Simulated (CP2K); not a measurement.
Runs of CP2K 2026.2 on MoS2. The structure is hexagonal, space group P6_3/mmc (No. 194). Conventional cell: a = 3.169 Å, b = 3.169 Å, c = 12.324 Å, α = 90.00°, β = 90.00°, γ = 120.00°. Around Mo (site symmetry -6m2) lie 6 S at 2.41 Å. S (site symmetry 3m) has 3 Mo at 2.41 Å as nearest neighbours. 

```csv
level,EPS_DEFAULT,NGRIDS,MPI ranks,cutoff of the non-local correlation (Ry),pressure (GPa),largest force (eV/Å)
PBE,1.0E-9,4,4,-,3.9,0.17
OLYP,1.0E-9,4,4,-,(a),0.36
PBEsol,1.0E-9,4,4,-,-0.3,0.03
LDA,1.0E-9,4,4,-,-2.1,0.02
optB88-vdW,1.0E-10,5,-,300,4.9,(b)
```

Alike in all rows: task band structure; potentials or basis POTENTIAL_UZH Mo GTH-PBE-q14, S GTH-PBE-q6; DZVP-MOLOPT-PBE-GTH basis; no spin polarisation; cell as given; k mesh 10 × 10 × 3; smearing fermi-dirac 0.05 eV.

Problem. Estimate the missing entries.

Solution. (a) 2.3; (b) 0.45.

Caveats: the basis of atomic orbitals isn't converged, which shifts pressures, moduli and gaps; the potentials were made for another functional, which shifts forces and pressure (some runs); this functional lacks dispersion, which binds the layers, so the pressure and a relaxed spacing across them are unreliable (some runs).
